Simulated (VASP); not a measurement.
The system is GaN.

```
Ga N
1.0
     0.00000    2.25350    2.25350
     2.25350    0.00000    2.25350
     2.25350    2.25350    0.00000
Ga N
1 1
Cartesian
  0.0000 0.0000 0.0000
  1.1268 1.1268 1.1268
```

The cell is a database's computed one.

Base run:

* Program: VASP 6.6.1
* Functional: r2SCAN
* Potentials or basis: VASP PAW PBE potentials, release 64 (Ga_d, N)
* Cutoff: 520 eV
* k mesh: 10 × 10 × 10
* Occupations: fermi-dirac, width 0.05 eV
* Spin: no spin polarisation

Its results: band gap on the k mesh 2.12 eV, direct; pressure -0.1 GPa.

Q: The run is repeated on the same cell with these changes: functional from r2SCAN to r2SCAN-EpsX; k mesh from 10 × 10 × 10 to 5 × 5 × 5. What comes out?

A: Band gap on the k mesh 3.36 eV, direct; pressure -2.8 GPa.

Several settings changed at once, so the effect can't be laid on one alone.

Caveats: some runs use coarse meshes; the PAW data sets were made with another functional, which shifts forces and pressure a little; an unscreened hybrid on a path of extra k points without a Coulomb cutoff has errors near the mesh points, so the bands along the path aren't reliable (some runs); an odd mesh through Γ misses points on the zone boundary, where band edges often lie (some runs).

Not every run made on this cell is shown here.
